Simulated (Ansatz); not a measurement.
Input and command of a calculation in Ansatz (plane waves; scalar-relativistic PAW potentials unless the input names others):

```yaml
crystal:
  lattice:
    - [2.5068463377, 0.0, 0.0]
    - [-1.2534231689, 2.1709926118, 0.0]
    - [0.0, 0.0, 29.9393240022]
  atoms:
    - { symbol: C, position: [0.3333333333, 0.6666666667, 0.250506658] }
    - { symbol: C, position: [0.0, 0.0, 0.2677738495] }
    - { symbol: C, position: [0.0, 0.0, 0.3191271052] }
    - { symbol: C, position: [0.6666666667, 0.3333333333, 0.3362900195] }
    - { symbol: C, position: [0.6666666667, 0.3333333333, 0.3876432751] }
    - { symbol: C, position: [0.3333333333, 0.6666666667, 0.4049104666] }
    - { symbol: C, position: [0.3333333333, 0.6666666667, 0.457068086] }
    - { symbol: C, position: [0.6666666667, 0.3333333333, 0.4743407269] }
    - { symbol: C, position: [0.6666666667, 0.3333333333, 0.5256592731] }
    - { symbol: C, position: [0.0, 0.0, 0.542931914] }
    - { symbol: C, position: [0.0, 0.0, 0.5950895334] }
    - { symbol: C, position: [0.6666666667, 0.3333333333, 0.6123567249] }
    - { symbol: C, position: [0.6666666667, 0.3333333333, 0.6637099805] }
    - { symbol: C, position: [0.3333333333, 0.6666666667, 0.6808728948] }
    - { symbol: C, position: [0.3333333333, 0.6666666667, 0.7322261505] }
    - { symbol: C, position: [0.0, 0.0, 0.749493342] }
  symmetry: { detect: false }
basis:
  ecutwfc: 420
kpoints:
  mp_grid: { grid: [12, 12, 1] }
hamiltonian:
  xc: pbesol
scf:
  occupations: { method: gaussian, width: 0.05 }
  convergence: { dr2_threshold: 1.0e-09 }
output:
  forces: true
  eigenvalues: true
  stress: true
efield:
  axis: 3
  dipole_correction: true
  ramp_width: 0.04
```

```bash
ansatz run input.yaml --threads 2 --pin off --max-ram 5120MiB --backend cpu --events-out ev --progress --plain --runs-dir out
```

Abridged log:
```
Basis set: ecut = 420 eV, 3179 PW (Γ), exchange–correlation on 36×36×432 points (8 copies of the dense FFT grid, shifted against one another)
Bands: 48, of which v1, the nominal top of the filled ones, is band 32 counted from 1 (31 counted from 0)
Symmetry: 1 space group operations
k-points: 74 of 144 (time reversal used)
SCF iter   1: F=—  HF=-3941.494123 eV  |F-HF|=—  |Δ(HF+E_count)|=         —  Δρ=1.60e-2  dr2=1.02e0  ethr=1.77e-3  p=0.000 e·Å  D=1.96e-13 V/Å  ΔV_dip= 0.00 eV  dr2_dipole=1.52e-6  V_vac-E_F(+/−)=6.42/6.42 eV  ⟨swp⟩=10.2  Hψ=23317  notcnv=0  defer=487
efield: sawtooth ramp at fractional position 0.9800 (placed from the atoms, in the widest stretch of the axis that holds none; the zero of the levels goes with the place), width 0.0400; the density the first Hamiltonian is built on has a dipole p = 0.000 e·Å; the dipole correction subtracts the counter field D = 1.96e-13 V/Å, which shifts the + side's vacuum level by  0.00 eV against the − side's; the planar-averaged density in the ramp window peaks in size at 1.1e-4 e/Å³
SCF iter   2: F=—  HF=-3941.407262 eV  |F-HF|=—  |Δ(HF+E_count)|=   8.69e-2  Δρ=9.21e-3  dr2=4.29e-1  ethr=1.59e-3  p=0.000 e·Å  D=4.11e-5 V/Å  ΔV_dip= 0.00 eV  dr2_dipole=1.30e-5  V_vac-E_F(+/−)=6.07/6.07 eV  ⟨swp⟩=2.5  Hψ=4652  notcnv=0  defer=574
SCF iter   3: F=—  HF=-3941.380993 eV  |F-HF|=—  |Δ(HF+E_count)|=   2.63e-2  Δρ=6.76e-3  dr2=2.59e-1  ethr=6.71e-4  p=0.000 e·Å  D=2.63e-6 V/Å  ΔV_dip= 0.00 eV  dr2_dipole=2.19e-5  V_vac-E_F(+/−)=5.70/5.70 eV  ⟨swp⟩=2.4  Hψ=3855  notcnv=0  defer=581
SCF iter   4: F=—  HF=-3941.372934 eV  |F-HF|=—  |Δ(HF+E_count)|=   8.06e-3  Δρ=4.05e-3  dr2=1.02e-1  ethr=4.05e-4  p= 0.000 e·Å  D=-8.50e-6 V/Å  ΔV_dip=0.00 eV  dr2_dipole=6.58e-6  V_vac-E_F(+/−)=5.34/5.34 eV  ⟨swp⟩=3.4  Hψ=4821  notcnv=0  defer=581
SCF iter   5: F=—  HF=-3941.363947 eV  |F-HF|=—  |Δ(HF+E_count)|=   8.99e-3  Δρ=2.40e-3  dr2=4.72e-2  ethr=1.59e-4  p= 0.000 e·Å  D=-2.35e-5 V/Å  ΔV_dip=0.00 eV  dr2_dipole=2.16e-5  V_vac-E_F(+/−)=5.23/5.23 eV  ⟨swp⟩=3.4  Hψ=5634  notcnv=0  defer=559
SCF iter   6: F=—  HF=-3941.359889 eV  |F-HF|=—  |Δ(HF+E_count)|=   4.06e-3  Δρ=1.87e-3  dr2=2.47e-2  ethr=7.37e-5  p= 0.000 e·Å  D=-3.04e-5 V/Å  ΔV_dip=0.00 eV  dr2_dipole=1.91e-6  V_vac-E_F(+/−)=5.25/5.25 eV  ⟨swp⟩=2.4  Hψ=4818  notcnv=0  defer=554
SCF iter   7: F=—  HF=-3941.356692 eV  |F-HF|=—  |Δ(HF+E_count)|=   3.20e-3  Δρ=1.28e-3  dr2=9.39e-3  ethr=3.86e-5  p= 0.000 e·Å  D=-3.50e-5 V/Å  ΔV_dip=0.00 eV  dr2_dipole=1.31e-6  V_vac-E_F(+/−)=5.33/5.33 eV  ⟨swp⟩=2.4  Hψ=4567  notcnv=0  defer=554
SCF iter   8: F=—  HF=-3941.357113 eV  |F-HF|=—  |Δ(HF+E_count)|=   4.21e-4  Δρ=6.12e-4  dr2=1.13e-3  ethr=1.47e-5  p= 0.000 e·Å  D=-3.80e-5 V/Å  ΔV_dip=0.00 eV  dr2_dipole=1.95e-7  V_vac-E_F(+/−)=5.48/5.47 eV  ⟨swp⟩=2.9  Hψ=4694  notcnv=0  defer=554
   ...
SCF iter  17: F=—  HF=-3941.357876 eV  |F-HF|=—  |Δ(HF+E_count)|=   1.78e-8  Δρ=4.74e-6  dr2=5.16e-8  ethr=1.90e-10  p= 0.000 e·Å  D=-5.44e-6 V/Å  ΔV_dip=0.00 eV  dr2_dipole=1.22e-8  V_vac-E_F(+/−)=5.62/5.62 eV  ⟨swp⟩=2.1  Hψ=4761  notcnv=0  defer=575
SCF iter  18: F=—  HF=-3941.357876 eV  |F-HF|=—  |Δ(HF+E_count)|=   9.46e-8  Δρ=2.30e-6  dr2=1.73e-8  ethr=8.07e-11  p= 0.000 e·Å  D=-4.41e-6 V/Å  ΔV_dip=0.00 eV  dr2_dipole=7.45e-9  V_vac-E_F(+/−)=5.62/5.62 eV  ⟨swp⟩=2.6  Hψ=5300  notcnv=0  defer=575
SCF iter  19: F=—  HF=-3941.357876 eV  |F-HF|=—  |Δ(HF+E_count)|=   3.96e-8  Δρ=1.50e-6  dr2=1.10e-8  ethr=2.70e-11  p= 0.000 e·Å  D=-3.85e-6 V/Å  ΔV_dip=0.00 eV  dr2_dipole=6.49e-9  V_vac-E_F(+/−)=5.62/5.62 eV  ⟨swp⟩=2.2  Hψ=4065  notcnv=0  defer=575
SCF iter  20: F=—  HF=-3941.357876 eV  |F-HF|=—  |Δ(HF+E_count)|=   1.95e-8  Δρ=1.06e-6  dr2=4.93e-9  ethr=1.72e-11  p= 0.000 e·Å  D=-3.06e-6 V/Å  ΔV_dip=0.00 eV  dr2_dipole=2.19e-9  V_vac-E_F(+/−)=5.62/5.62 eV  ⟨swp⟩=2.3  Hψ=4308  notcnv=0  defer=575
SCF iter  21: F=—  HF=-3941.357876 eV  |F-HF|=—  |Δ(HF+E_count)|=   1.76e-9  Δρ=8.40e-7  dr2=3.56e-9  ethr=7.70e-12  p= 0.000 e·Å  D=-2.41e-6 V/Å  ΔV_dip=0.00 eV  dr2_dipole=2.50e-9  V_vac-E_F(+/−)=5.62/5.62 eV  ⟨swp⟩=2.2  Hψ=4744  notcnv=0  defer=575
SCF iter  22: F=—  HF=-3941.357876 eV  |F-HF|=—  |Δ(HF+E_count)|=   1.29e-9  Δρ=7.07e-7  dr2=2.62e-9  ethr=5.56e-12  p= 0.000 e·Å  D=-2.03e-6 V/Å  ΔV_dip=0.00 eV  dr2_dipole=1.90e-9  V_vac-E_F(+/−)=5.62/5.62 eV  ⟨swp⟩=1.1  Hψ=2978  notcnv=0  defer=575
SCF iter  23: F=—  HF=-3941.357876 eV  |F-HF|=—  |Δ(HF+E_count)|=   2.40e-9  Δρ=5.19e-7  dr2=1.13e-9  ethr=4.09e-12  p= 0.000 e·Å  D=-1.31e-6 V/Å  ΔV_dip=0.00 eV  dr2_dipole=4.15e-10  V_vac-E_F(+/−)=5.62/5.62 eV  ⟨swp⟩=2.0  Hψ=3785  notcnv=0  defer=575
SCF iter  24: F=-3941.357876 eV  HF=-3941.357876 eV  |F-HF|=9.99e-10  |Δ(HF+E_count)|=  7.36e-10  Δρ=3.49e-7  dr2=7.58e-10  ethr=1.56e-12  p= 0.000 e·Å  D=-1.05e-6 V/Å  ΔV_dip=0.00 eV  dr2_dipole=4.02e-10  V_vac-E_F(+/−)=5.62/5.62 eV  ⟨swp⟩=23.0  Hψ=23490  notcnv=0
SCF 1 converged in 24 iterations: F = -3941.357876 eV  dr2 = 7.58e-10
SCF converged after 24 iterations
Free energy (F): -3941.357876 eV
Harris-Foulkes:  -3941.357876 eV  (|F-HF|=9.99e-10)
Internal energy: -3941.333540 eV  (E = F + TS)
E sigma→0 (E₀):  -3941.345708 eV
Entropy (-TS):   -0.024336 eV (-1.521 meV/atom)
Fermi energy:    5.349787 eV
Dipole field:    D = 0.000029 V/Å  (p = 0.000026 e·Å, saw-weighted, corrected)
Work function:   Φ+ = 5.6176 eV   Φ− = 5.6185 eV
Levels:          The Fermi level and band energies are counted from a zero that moves with the ramp; work functions are not
--- Forces (eV/Å), atoms counted from 1 ---
  atom   1  C      0.00000000    -0.00000004     4.25536094
  atom   2  C      0.00000000     0.00000003    -4.81808176
  atom   3  C      0.00000000    -0.00000014     0.84859668
  atom   4  C      0.00000000     0.00000012    -0.39695696
  atom   5  C     -0.00000001    -0.00000011     0.15695517
  atom   6  C      0.00000001     0.00000015    -0.07088909
  atom   7  C      0.00000001     0.00000015     0.04181638
  atom   8  C     -0.00000001    -0.00000011    -0.02739158
  atom   9  C      0.00000000     0.00000012     0.02739066
  atom  10  C      0.00000000    -0.00000015    -0.04182093
  atom  11  C      0.00000000    -0.00000015     0.07089226
  atom  12  C      0.00000000     0.00000012    -0.15695059
  atom  13  C     -0.00000001    -0.00000011     0.39694952
  atom  14  C      0.00000001     0.00000014    -0.84857635
  atom  15  C      0.00000000    -0.00000003     4.81804862
  atom  16  C      0.00000000     0.00000004    -4.25535976
--- Stress (GPa, compression-positive) ---
        0.186766       0.000000       0.000000
        0.000000       0.186765       0.000000
        0.000000      -0.000001      -2.550960
  P = ⅓ Tr σ = -0.7258 GPa (-7.258 kbar)
```

Apart from outputs and empty bands, the input differs from a reference run on usual settings in crystal.symmetry: not typed → {"detect": false}; scf.convergence.dr2_threshold: not typed → 1e-09. The reference, at the same geometry (not necessarily relaxed), gave pressure -0.73 GPa (averaged over a cell that holds vacuum), largest force 4.818 eV/Å, no gap on the mesh. This run converged in 24 SCF iterations (reference: 17) with an energy at zero smearing within 0.01 meV/atom of the reference's, pressure -0.73 GPa (averaged over a cell that holds vacuum), largest force 4.818 eV/Å, no gap on the mesh.

The run took 49 s on 2 threads of Intel(R) Xeon(R) Platinum 8259CL CPU @ 2.50GHz (Skylake/Cascade Lake) (shared host), peak memory 0.73 GiB.